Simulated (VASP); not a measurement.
# SiO2 (P4_2/mnm) in VASP: Born charges and dielectric tensor with PBE

Aim: the Born charges and dielectric tensor of SiO2 with PBE.

Everything below comes from runs of VASP 6.6.1. Logs are shortened: lines on timing, memory, paths and dates and some standing lists are left out, and cuts for length are marked.

### Step 1. The structure

Symmetry: P4_2/mnm, No. 136, tetragonal system. The conventional cell has a = 4.231 Å, b = 4.231 Å, c = 2.693 Å, α = 90.00°, β = 90.00°, γ = 90.00°. Si (site symmetry mmm) is surrounded by 6 O at 1.77 to 1.84 Å. Around O (site symmetry m2m) lie 3 Si at 1.77 to 1.84 Å.

### Step 2. Born charges and dielectric tensor, PBE

Input file INCAR:

```
  ALGO = Fast
  EDIFF = 1E-8
  ENCUT = 600
  GGA = PE
  IBRION = 8
  ISIF = 2
  ISMEAR = 0
  LASPH = True
  LCHARG = False
  LEPSILON = True
  LREAL = False
  LWAVE = False
  NELM = 60
  NSW = 1
  PREC = Accurate
  SIGMA = 0.02
```

Input file KPOINTS:

```
k-points
0
Gamma
  6 6 8
```

Input file POSCAR:

```
SiO2
1.0
    4.2313200000      0.0000000000      0.0000000000
    0.0000000000      4.2313200000      0.0000000000
    0.0000000000      0.0000000000      2.6927400000
Si O
2 4
Direct
    0.0000000000      0.0000000000      0.0000000000
    0.5000000000      0.5000000000      0.5000000000
    0.3067600000      0.3067600000      0.0000000000
    0.1932400000      0.8067600000      0.5000000000
    0.6932400000      0.6932400000      0.0000000000
    0.8067600000      0.1932400000      0.5000000000
```

Potentials or basis: VASP PAW PBE potentials, release 64 (Si, O).

The run is started by

```console
$ cat potpaw_PBE.64/Si/POTCAR potpaw_PBE.64/O/POTCAR > POTCAR
$ mpirun -np 1 vasp_std > vasp.out
```

OUTCAR:

```text
EDIFF = 1E-8
   ENCUT = 600
   GGA = PE
   IBRION = 8
   ISIF = 2
   ISMEAR = 0
   LASPH = True
   LEPSILON = True
   LREAL = False
   NELM = 60
   NSW = 1
   PREC = Accurate

 ion  position               nearest neighbor table
   1  0.000  0.000  0.000-   4 1.77   6 1.77   4 1.77   6 1.77   5 1.84   3 1.84
   2  0.500  0.500  0.500-   3 1.77   5 1.77   3 1.77   5 1.77   4 1.84   6 1.84
   3  0.307  0.307  0.000-   2 1.77   2 1.77   1 1.84
   4  0.193  0.807  0.500-   1 1.77   1 1.77   2 1.84
   5  0.693  0.693  0.000-   2 1.77   2 1.77   1 1.84
   6  0.807  0.193  0.500-   1 1.77   1 1.77   2 1.84

  LATTYP: Found a simple tetragonal cell.
 ALAT       =     4.2313200000
 C/A-ratio  =     0.6363829727

  Lattice vectors:

 A1 = (   4.2313200000,   0.0000000000,   0.0000000000)
 A2 = (   0.0000000000,   4.2313200000,   0.0000000000)
 A3 = (   0.0000000000,   0.0000000000,   2.6927400000)

Analysis of symmetry for initial positions (statically):
=====================================================================
 Subroutine PRICEL returns:
 Original cell was already a primitive cell.

 Routine SETGRP: Setting up the symmetry group for a
 simple tetragonal supercell.

 Subroutine GETGRP returns: Found 16 space group operations
 (whereof  8 operations were pure point group operations)
 out of a pool of 16 trial point group operations.

The static configuration has the point symmetry D_2h.
 The point group associated with its full space group is D_4h.

Analysis of symmetry for dynamics (positions and initial velocities):
=====================================================================
 Subroutine PRICEL returns:
 Original cell was already a primitive cell.

 Routine SETGRP: Setting up the symmetry group for a
 simple tetragonal supercell.

 Subroutine GETGRP returns: Found 16 space group operations
 (whereof  8 operations were pure point group operations)
 out of a pool of 16 trial point group operations.

The dynamic configuration has the point symmetry D_2h.
 The point group associated with its full space group is D_4h.

 Subroutine INISYM returns: Found 16 space group operations
 (whereof  8 operations are pure point group operations),
 and found     1 'primitive' translations

----------------------------------------------------------------------------------------

                                     Primitive cell

  volume of cell :      48.2110

  direct lattice vectors                    reciprocal lattice vectors
     4.231320000  0.000000000  0.000000000     0.236332870  0.000000000  0.000000000
[... 806 lines left out ...]
  x     0.00000     0.00000     0.00000     0.00000     0.00000     0.00000
  y     0.00000     0.00000     0.00000     0.00000     0.00000     0.00000
  z     0.00000     0.00000     0.00000     0.00000     0.00000     0.00000

 PIEZOELECTRIC TENSOR (including local field effects)  for field in x, y, z        (C/m^2)
          XX          YY          ZZ          XY          YZ          ZX
  --------------------------------------------------------------------------------
  x     0.00000     0.00000     0.00000     0.00000     0.00000     0.00000
  y     0.00000     0.00000     0.00000     0.00000     0.00000     0.00000
  z     0.00000     0.00000     0.00000     0.00000     0.00000     0.00000

 BORN EFFECTIVE CHARGES (including local field effects) (in |e|, cummulative output)
 ---------------------------------------------------------------------------------
 ion    1
    1     3.82329     0.40839     0.00000
    2     0.40839     3.82329     0.00000
    3     0.00000     0.00000     4.06644
 ion    2
    1     3.82329    -0.40839     0.00000
    2    -0.40839     3.82329     0.00000
    3     0.00000     0.00000     4.06644
 ion    3
    1    -1.91164    -0.58486     0.00000
    2    -0.58486    -1.91164     0.00000
    3     0.00000     0.00000    -2.03322
 ion    4
    1    -1.91164     0.58486     0.00000
    2     0.58486    -1.91164     0.00000
    3     0.00000     0.00000    -2.03322
 ion    5
    1    -1.91164    -0.58486     0.00000
    2    -0.58486    -1.91164     0.00000
    3     0.00000     0.00000    -2.03322
 ion    6
    1    -1.91164     0.58486     0.00000
    2     0.58486    -1.91164     0.00000
    3     0.00000     0.00000    -2.03322

 INTERNAL STRAIN TENSOR FOR ION    6 for displacements in x,y,z  (eV/Angst):
          X           Y           Z          XY          YZ          ZX
  --------------------------------------------------------------------------------
  x     9.57953     4.92229    -0.02078    -2.52673     0.00000     0.00000
  y    -4.92229    -9.57953     0.02078     2.51770     0.00000     0.00000
  z     0.00000     0.00000     0.00000     0.00000    -2.03305     2.51027

 SECOND DERIVATIVES (NOT SYMMETRIZED)
 ------------------------------------
               1X          1Y          1Z          2X          2Y          2Z          3X          3Y          3Z          4X          4Y          4Z          5X          5Y          5Z          6X          6Y          6Z
  1X   -29.132570    9.137864    0.000000   14.631926   -0.013763    0.000000   -0.104039    0.059504    0.000000    7.354361   -4.621554    0.000000   -0.104039    0.059504    0.000000    7.354361   -4.621554    0.000000
  1Y     9.137864  -29.132570    0.000000   -0.013763   14.631926    0.000000    0.059504   -0.104039    0.000000   -4.621554    7.354361    0.000000    0.059504   -0.104039    0.000000   -4.621554    7.354361    0.000000
  1Z     0.000000    0.000000  -21.654501    0.000000    0.000000   -0.218767    0.000000    0.000000    1.357266    0.000000    0.000000    9.579368    0.000000    0.000000    1.357266    0.000000    0.000000    9.579368
  2X    14.631926    0.013763    0.000000  -29.132570   -9.137864    0.000000    7.354361    4.621554    0.000000   -0.104039   -0.059504    0.000000    7.354361    4.621554    0.000000   -0.104039   -0.059504    0.000000
  2Y     0.013763   14.631926    0.000000   -9.137864  -29.132570    0.000000    4.621554    7.354361    0.000000   -0.059504   -0.104039    0.000000    4.621554    7.354361    0.000000   -0.059504   -0.104039    0.000000
  2Z     0.000000    0.000000   -0.218767    0.000000    0.000000  -21.654501    0.000000    0.000000    9.579368    0.000000    0.000000    1.357266    0.000000    0.000000    9.579368    0.000000    0.000000    1.357266
  3X    -0.091242    0.053429    0.000000    7.347908    4.627050    0.000000  -20.757218   -9.412888    0.000000    0.125398    0.172441    0.000000    4.627524    4.737166    0.000000    8.747630   -0.177197    0.000000
  3Y     0.053429   -0.091242    0.000000    4.627050    7.347908    0.000000   -9.412888  -20.757218    0.000000   -0.177197    8.747630    0.000000    4.737166    4.627524    0.000000    0.172441    0.125398    0.000000
  3Z     0.000000    0.000000    1.346939    0.000000    0.000000    9.576524    0.000000    0.000000  -18.729320    0.000000    0.000000    4.004400    0.000000    0.000000   -0.202942    0.000000    0.000000    4.004400
  4X     7.347908   -4.627050    0.000000   -0.091242   -0.053429    0.000000    0.125398   -0.172441    0.000000  -20.757218    9.412888    0.000000    8.747630    0.177197    0.000000    4.627524   -4.737166    0.000000
  4Y    -4.627050    7.347908    0.000000   -0.053429   -0.091242    0.000000    0.177197    8.747630    0.000000    9.412888  -20.757218    0.000000   -0.172441    0.125398    0.000000   -4.737166    4.627524    0.000000
  4Z     0.000000    0.000000    9.576524    0.000000    0.000000    1.346939    0.000000    0.000000    4.004400    0.000000    0.000000  -18.729320    0.000000    0.000000    4.004400    0.000000    0.000000   -0.202942
  5X    -0.091242    0.053429    0.000000    7.347908    4.627050    0.000000    4.627524    4.737166    0.000000    8.747630   -0.177197    0.000000  -20.757218   -9.412888    0.000000    0.125398    0.172441    0.000000
  5Y     0.053429   -0.091242    0.000000    4.627050    7.347908    0.000000    4.737166    4.627524    0.000000    0.172441    0.125398    0.000000   -9.412888  -20.757218    0.000000   -0.177197    8.747630    0.000000
  5Z     0.000000    0.000000    1.346939    0.000000    0.000000    9.576524    0.000000    0.000000   -0.202942    0.000000    0.000000    4.004400    0.000000    0.000000  -18.729320    0.000000    0.000000    4.004400
  6X     7.347908   -4.627050    0.000000   -0.091242   -0.053429    0.000000    8.747630    0.177197    0.000000    4.627524   -4.737166    0.000000    0.125398   -0.172441    0.000000  -20.757218    9.412888    0.000000
  6Y    -4.627050    7.347908    0.000000   -0.053429   -0.091242    0.000000   -0.172441    0.125398    0.000000   -4.737166    4.627524    0.000000    0.177197    8.747630    0.000000    9.412888  -20.757218    0.000000
  6Z     0.000000    0.000000    9.576524    0.000000    0.000000    1.346939    0.000000    0.000000    4.004400    0.000000    0.000000   -0.202942    0.000000    0.000000    4.004400    0.000000    0.000000  -18.729320

 Eigenvectors and eigenvalues of the dynamical matrix
 ----------------------------------------------------

   1 f  =   27.220208 THz   171.029614 2PiTHz  907.968420 cm-1   112.573686 meV
             X         Y         Z           dx          dy          dz
      0.000000  0.000000  0.000000     0.000000    0.000000    0.000000
      2.115660  2.115660  1.346370    -0.000000   -0.000000    0.000000
      1.298000  1.298000  0.000000     0.353553    0.353553    0.000000
      0.817660  3.413660  1.346370     0.353553   -0.353553   -0.000000
      2.933320  2.933320  0.000000    -0.353553   -0.353553    0.000000
      3.413660  0.817660  1.346370    -0.353553    0.353553   -0.000000
[... 145 lines left out ...]
  18 f/i=    0.005681 THz     0.035697 2PiTHz    0.189509 cm-1     0.023496 meV
             X         Y         Z           dx          dy          dz
      0.000000  0.000000  0.000000     0.000000    0.000000   -0.483281
      2.115660  2.115660  1.346370     0.000000    0.000000   -0.483281
      1.298000  1.298000  0.000000     0.000000    0.000000   -0.364993
      0.817660  3.413660  1.346370     0.000000    0.000000   -0.364993
      2.933320  2.933320  0.000000     0.000000    0.000000   -0.364993
      3.413660  0.817660  1.346370     0.000000    0.000000   -0.364993

--------------------------------------------------------------------------------------------------------

 MACROSCOPIC STATIC DIELECTRIC TENSOR IONIC CONTRIBUTION
 ------------------------------------------------------
           9.203230     0.000000    -0.000000
           0.000000     9.203230    -0.000000
          -0.000000    -0.000000     5.677273
 ------------------------------------------------------

 ELASTIC MODULI CONTR FROM IONIC RELAXATION (kBar)
 Direction    XX          YY          ZZ          XY          YZ          ZX
 --------------------------------------------------------------------------------
 XX        -944.0362     29.3447      1.3107      0.0000     -0.0000     -0.0000
 YY          29.3447   -944.0362      1.3107      0.0000     -0.0000     -0.0000
 ZZ           1.3107      1.3107     -0.0038     -0.0000      0.0000      0.0000
 XY           0.0000      0.0000     -0.0000    -34.8675     -0.0000     -0.0000
 YZ          -0.0000     -0.0000      0.0000     -0.0000    -29.6572     -0.0000
 ZX          -0.0000     -0.0000      0.0000     -0.0000     -0.0000    -45.2143
 --------------------------------------------------------------------------------

 PIEZOELECTRIC TENSOR IONIC CONTR  for field in x, y, z        (C/m^2)
          XX          YY          ZZ          XY          YZ          ZX
  --------------------------------------------------------------------------------
  x    -0.00000     0.00000    -0.00000     0.00000    -0.00000    -0.00000
  y    -0.00000     0.00000    -0.00000     0.00000     0.00000     0.00000
  z     0.00000    -0.00000     0.00000     0.00000    -0.00000    -0.00000
```

It took 9.6 min on 1 thread of Intel Xeon 6975P-C (Granite Rapids), shared host; peak memory 0.56 GiB.

What came out:

```
Band gap on the k mesh                                  : 5.03 eV, direct
Electronic dielectric tensor (diagonal)                 : 3.41, 3.41, 3.58
Born charges (mean of the diagonal)                     : Si +3.90; O -1.95 e
Highest phonon frequency at Γ, LO-TO splitting left out : 908 cm⁻¹
```

Levels at points of the mesh, in eV from the valence-band top:
| k point | band 14 | band 15 | band 16 | band 17 | band 18 | band 19 |
| --- | --- | --- | --- | --- | --- | --- |
| (0.00, 0.00, 0.00) | -0.85 | -0.85 | 0.00 | 5.03 | 6.59 | 8.27 |
| (0.50, 0.00, 0.00) | -2.62 | -1.04 | -1.04 | 7.30 | 7.30 | 8.87 |
| (0.50, 0.50, 0.00) | -2.55 | -2.17 | -2.17 | 7.02 | 7.02 | 9.77 |
| (0.00, 0.00, 0.50) | -2.89 | -2.57 | -2.57 | 8.64 | 8.64 | 12.25 |
| (0.50, 0.00, 0.50) | -2.21 | -1.67 | -1.67 | 8.44 | 8.44 | 9.46 |
| (0.50, 0.50, 0.50) | -1.72 | -1.47 | -1.47 | 6.81 | 6.81 | 10.71 |

Phonon frequencies in cm⁻¹ (negative: imaginary):
```
              q point                                                        frequencies
(0.000, 0.000, 0.000)  0 0 0 224 371 433 433 538 538 561 561 576 630 721 726 797 797 908
```

Electronic dielectric tensor:
```
3.41 0.00 0.00
0.00 3.41 0.00
0.00 0.00 3.58
```

Born effective charge tensors (e):
atom 1, Si
```
3.82 0.41 0.00
0.41 3.82 0.00
0.00 0.00 4.07
```
atom 2, Si
```
 3.82 -0.41  0.00
-0.41  3.82  0.00
 0.00  0.00  4.07
```
atom 3, O
```
-1.91 -0.58  0.00
-0.58 -1.91  0.00
 0.00  0.00 -2.03
```
atom 4, O
```
-1.91  0.58  0.00
 0.58 -1.91  0.00
 0.00  0.00 -2.03
```
atom 5, O
```
-1.91 -0.58  0.00
-0.58 -1.91  0.00
 0.00  0.00 -2.03
```
atom 6, O
```
-1.91  0.58  0.00
 0.58 -1.91  0.00
 0.00  0.00 -2.03
```

A k mesh can miss the band edges.
